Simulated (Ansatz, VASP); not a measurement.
## Two plane-wave programs on SiMo3

```xyz
8
Lattice="4.9890 0.0000 0.0000 0.0000 4.9890 0.0000 0.0000 0.0000 4.9890" Properties=species:S:1:pos:R:3 pbc="T T T"
Si    0.0000    0.0000    0.0000
Si    2.4945    2.4945    2.4945
Mo    1.2472    0.0000    2.4945
Mo    2.4945    3.7417    0.0000
Mo    3.7417    0.0000    2.4945
Mo    2.4945    1.2472    0.0000
Mo    0.0000    2.4945    3.7417
Mo    0.0000    2.4945    1.2472
```

Change from the starting cell: volume scaled by 1.06, ions relaxed.

Alike in both runs: functional PBE; k mesh 10 × 10 × 10; occupations fermi-dirac, width 0.05 eV; no spin polarisation.

Ansatz relaxed the structure, and its values are those at the end. VASP's run is a single point on that final structure, the one shown.

|  | VASP | Ansatz |
| --- | --- | --- |
| version | VASP 6.6.1 | Ansatz 0.2.0 |
| potentials or method | VASP PAW PBE potentials, release 64 (Si, Mo_sv) | plane-wave PAW, scalar-relativistic |
| plane-wave cutoff (eV) | 520 | 420 |
| valence electrons in the cell | 92 | 92 |

VASP gave:

```
pressure (GPa) : -10.8
```

Question: What did Ansatz give for the same quantities?

Answer: Pressure (GPa): -11.2.

With one functional, cell and mesh, what is left measures potentials, basis and numerics. Ansatz warned: «gradients_without_spin_orbit».
